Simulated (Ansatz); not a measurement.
Molecular dynamics of Si16C

Input file:

```yaml
accuracy: low
crystal:
  lattice:
    - [0.0, 5.43, 5.43]
    - [5.43, 0.0, 5.43]
    - [5.43, 5.43, 0.0]
  atoms:
    - { symbol: Si, position: [-0.0318003, 0.02740852, -0.02004778] }
    - { symbol: Si, position: [0.04495533, 0.20873869, 0.11143537] }
    - { symbol: Si, position: [-0.02977368, 0.06917692, 0.46461229] }
    - { symbol: Si, position: [0.09361836, 0.17788991, 0.61240902] }
    - { symbol: Si, position: [-0.02957509, 0.58960692, -0.07709256] }
    - { symbol: Si, position: [0.13782351, 0.67330733, 0.05187864] }
    - { symbol: Si, position: [0.02888873, 0.56528591, 0.42111068] }
    - { symbol: Si, position: [0.17142752, 0.69860908, 0.53703316] }
    - { symbol: Si, position: [0.42166334, -0.03231081, 0.0376598] }
    - { symbol: Si, position: [0.63244359, -0.02586862, 0.17146318] }
    - { symbol: Si, position: [0.46321572, 0.01381944, 0.5025347] }
    - { symbol: Si, position: [0.62126024, 0.09443238, 0.66285621] }
    - { symbol: Si, position: [0.54449332, 0.35657487, 0.1038018] }
    - { symbol: Si, position: [0.62420658, 0.60920294, 0.14898936] }
    - { symbol: Si, position: [0.51784658, 0.49341564, 0.49905471] }
    - { symbol: Si, position: [0.61892282, 0.64243277, 0.62648084] }
    - { symbol: C, position: [0.43090211, 0.58656843, 0.8998794], spin: 1.0 }
magnetization:
  spin_polarized: true
basis:
  ecutwfc: 420.0
kpoints:
  mp_grid: { grid: [2, 2, 2] }
hamiltonian:
  xc: pbesol
  pseudopotentials: { kind: paw, azcp: { folder: soft_1 } }
scf:
  occupations: { method: fermi_dirac, width: 0.05 }
  lower_state_search: "off"
  convergence: { dr2_threshold: 0.01 }
  max_iter: 68
md:
  timestep: 1.5
  n_steps: 60
  ensemble: nve
  temperature: 1680.0
  initial_velocities: maxwell_boltzmann
  seed: 342086
```

Run as:

```bash
$ ansatz run input.yaml --threads 1 --pin off --max-ram 3072MiB --backend cpu --events-out ev --progress --plain --runs-dir out
```

It goes on from the last frame of an earlier run, with new velocities.

Output, in part (step lines):

```
md step     0: t =     0.00 fs  T =  1680.0 K  F+E_penalty+E_count = -10183.89489667 eV  E_kin = 3.474509 eV  conserved = -10180.42038790 eV  (17 SCF iters)
md step     1: t =     1.50 fs  T =  1669.2 K  F+E_penalty+E_count = -10183.87235250 eV  E_kin = 3.452181 eV  conserved = -10180.42017150 eV  (8 SCF iters)
md step     2: t =     3.00 fs  T =  1638.5 K  F+E_penalty+E_count = -10183.80850531 eV  E_kin = 3.388635 eV  conserved = -10180.41987049 eV  (8 SCF iters)
md step     3: t =     4.50 fs  T =  1590.2 K  F+E_penalty+E_count = -10183.70823363 eV  E_kin = 3.288717 eV  conserved = -10180.41951674 eV  (8 SCF iters)
md step     4: t =     6.00 fs  T =  1527.1 K  F+E_penalty+E_count = -10183.57743056 eV  E_kin = 3.158295 eV  conserved = -10180.41913512 eV  (8 SCF iters)
md step     5: t =     7.50 fs  T =  1452.4 K  F+E_penalty+E_count = -10183.42260112 eV  E_kin = 3.003861 eV  conserved = -10180.41874032 eV  (8 SCF iters)
md step     6: t =     9.00 fs  T =  1369.5 K  F+E_penalty+E_count = -10183.25059653 eV  E_kin = 2.832263 eV  conserved = -10180.41833392 eV  (8 SCF iters)
md step     7: t =    10.50 fs  T =  1281.6 K  F+E_penalty+E_count = -10183.06852895 eV  E_kin = 2.650622 eV  conserved = -10180.41790686 eV  (8 SCF iters)
[... lines left out ...]
md step    60: t =    90.00 fs  T =  1541.4 K  F+E_penalty+E_count = -10183.60573374 eV  E_kin = 3.187855 eV  conserved = -10180.41787918 eV  (8 SCF iters)
```

The steps, from the saved trajectory:

```csv
time (fs),T (K),potential energy less start (eV),conserved less start (meV/atom)
0,1680,0.000,0.00
3,1638,0.086,0.03
6,1527,0.317,0.07
9,1369,0.644,0.12
12,1193,1.011,0.17
15,1026,1.356,0.23
18,902,1.613,0.29
21,851,1.720,0.32
24,885,1.649,0.30
27,991,1.429,0.22
30,1128,1.144,0.13
33,1252,0.887,0.08
36,1334,0.717,0.09
39,1375,0.634,0.12
42,1385,0.613,0.14
45,1374,0.635,0.15
48,1346,0.693,0.15
51,1303,0.783,0.15
54,1246,0.900,0.16
57,1183,1.031,0.17
60,1122,1.158,0.19
63,1078,1.249,0.23
66,1075,1.255,0.28
69,1135,1.132,0.27
72,1254,0.884,0.21
75,1401,0.579,0.12
78,1531,0.310,0.06
81,1611,0.143,0.04
84,1632,0.101,0.06
87,1601,0.165,0.10
90,1541,0.289,0.15
```

All steps were run. The conserved energy stayed within 0.33 meV per atom of its start (net change 0.15 meV per atom), so the integration is sound. A run of 0.09 ps of so small a system gives no equilibrium averages. The SCF threshold is loose, so the forces are noisy. Limits of this set-up: coarse k mesh, PAW files made for another functional, a small cell, in which the defect meets its images, low accuracy level.

Mean squared displacements from the first frame to the last, about the centre of mass: Si 0.21 Å², C 1.14 Å².

Last frame:

```xyz
17
Lattice="0.0000 5.4300 5.4300 5.4300 0.0000 5.4300 5.4300 5.4300 0.0000" Properties=species:S:1:pos:R:3
Si 0.070 -0.059 0.130
Si 1.340 1.183 1.564
Si 2.729 2.465 0.383
Si 4.127 3.873 1.530
Si 2.926 -0.281 2.780
Si 3.851 1.008 4.429
Si 5.255 2.381 3.109
Si 6.957 3.529 4.090
Si -0.029 2.922 2.763
Si 1.164 4.385 3.714
Si 2.922 5.631 2.539
Si 4.209 6.696 4.023
Si 2.516 3.032 5.239
Si 4.165 4.079 6.463
Si 5.709 5.242 5.047
Si 6.755 6.716 6.734
C 7.417 6.712 4.858
```

The run took 26 min on 1 thread of Arm Neoverse V1, with other jobs on the host, peak memory 0.65 GiB.
